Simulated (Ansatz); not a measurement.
Relaxed sheet of As, cell area A = 11.047 Å²:

```
As
1.0
     3.57162    0.00000    0.00000
    -1.78581    3.09312    0.00000
     0.00000    0.00000   28.57424
As
2
Direct
  0.33333 0.66667 0.47555
  0.66667 0.33333 0.52445
```

All numbers below come from DFT PBE+D3(BJ), scalar-relativistic, plane waves, PAW in Ansatz. Plane waves to 420 eV, a k mesh through Γ of 9×9×1 on the computed 2-atom cell and Gaussian smearing (0.02 eV); no spin polarisation. No periodic images along c.

Under strain along y with x held, atoms relaxed, stress positive in compression; ΔE is the free energy at this smearing, of which the stress is the derivative:

| strain (%) | σxx (N/m) | σyy (N/m) | ΔE (meV/cell) | thickness (Å) |
| --- | --- | --- | --- | --- |
| -2 | 0.199 | 1.165 | 7.83 | 1.408 |
| +2 | -0.166 | -1.046 | 7.38 | 1.388 |

Task: Which in-plane elastic constants follow from the stresses?

Result: Central differences over Δε = 0.04 give C22 = 55.3 N/m from the stress along the strain and C12 = 9.1 N/m from the stress across it. The sheet is hexagonal, so C22 = C11: Poisson's ratio is C12/C11 = 0.17, Young's modulus (C11² − C12²)/C11 = 54 N/m and the shear modulus (C11 − C12)/2 = 23.1 N/m.

Task: Do the energies agree?

Result: The second difference [ΔE(−ε) + ΔE(+ε)]/(A·ε²) = (7.83 + 7.38) meV/(11.047 Å² × 0.0004) × 16.02 N/m per eV/Å² = 55.1 N/m should equal C22 = 55.3 N/m; they differ by 0.2 %, so the two routes agree. The stress in compression and in tension differ in size because of the third-order constants.

Task: The unstrained thickness between the outer atoms is 1.398 Å. How does it respond?

Result: d ln t/dε = (1.388 − 1.408)/(1.398 × 0.04) = -0.36: the sheet thins as it is stretched, as its bonds turn towards the plane.

Task: The gap on the k mesh is 1.246 eV at −2 %, 1.550 eV unstrained and 1.520 eV at +2 %. What is its slope?

Result: On the stretched side -15 meV a percent, on the compressed side 152 meV a percent. The slopes differ in sign or size, which suggests that different band extrema set the gap on the two sides.